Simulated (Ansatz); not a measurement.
**LiH: what changed settings do**

The reference input for Ansatz (plane-wave DFT with PAW):

```yaml
crystal:
  lattice:
    - [0.0, 2.0086193919, 2.0086193919]
    - [2.0086193919, 0.0, 2.0086193919]
    - [2.0086193919, 2.0086193919, 0.0]
  atoms:
    - { symbol: Li, position: [0.0, 0.0, 0.0] }
    - { symbol: H, position: [0.5, 0.5, 0.5] }
basis:
  ecutwfc: 420
kpoints:
  mp_grid: { grid: [10, 10, 10] }
hamiltonian:
  xc: pbe
scf:
  occupations: { method: gaussian, width: 0.1 }
output:
  forces: true
  stress: true
  eigenvalues: true
```

Command:

```bash
ansatz run input.yaml --threads 1 --pin off --max-ram 1331MiB --backend cpu --events-out ev --progress --plain --runs-dir out
```

The run converges in 6 SCF iterations on 47 irreducible k-points: pressure -0.27 GPa, gap on the sampled k-points 2.99 eV.

The inputs are trials, many of them unsound on purpose. Their numbers show the effect of the settings and aren't properties of the material. Each trial's input is given as a difference from the reference's; energies are extrapolated to zero smearing where there is one, and pressure is positive in compression.

**Question.** Trial 1:

```diff
 hamiltonian:
+  dispersion: mbd
 scf:
+  max_iter: 62
 output:
+  dos: { projected: true }
```

What happens?

**Answer.** The program refuses the input:

```text
Error: YAML parse error: error: line 15 column 15: hamiltonian.dispersion: `mbd` is not `none`, `rvv10`, `d3bj`, `d3bjatm`, `d4` or a map `{method: …, s8: …, a1: …, a2_bohr: …}` (numbers without units, a2 in bohr) or `{method: …, functional: …}`
```

Next try, with these keys changed back:

```diff
 hamiltonian:
-  dispersion: mbd
```

The run converges in 6 SCF iterations on 47 irreducible k-points: the reference's energy to 0.01 meV per atom, pressure -0.27 GPa, gap on the sampled k-points 2.99 eV.

**Question.** Trial 2:

```diff
 basis:
-  ecutwfc: 420
+  ecutwfc: 380
 kpoints:
-  mp_grid: { grid: [10, 10, 10] }
+  mp_grid: { kspacing: 0.51 }
 hamiltonian:
-  xc: pbe
+  xc: r2scan
 scf:
+  n_extra_bands: 5
```

What does the program give?

**Answer.** The run converges in 6 SCF iterations on 16 irreducible k-points: pressure -0.32 GPa, gap on the sampled k-points 3.63 eV. It warns that the cutoff lies under the recommended one, 500 eV for these potentials.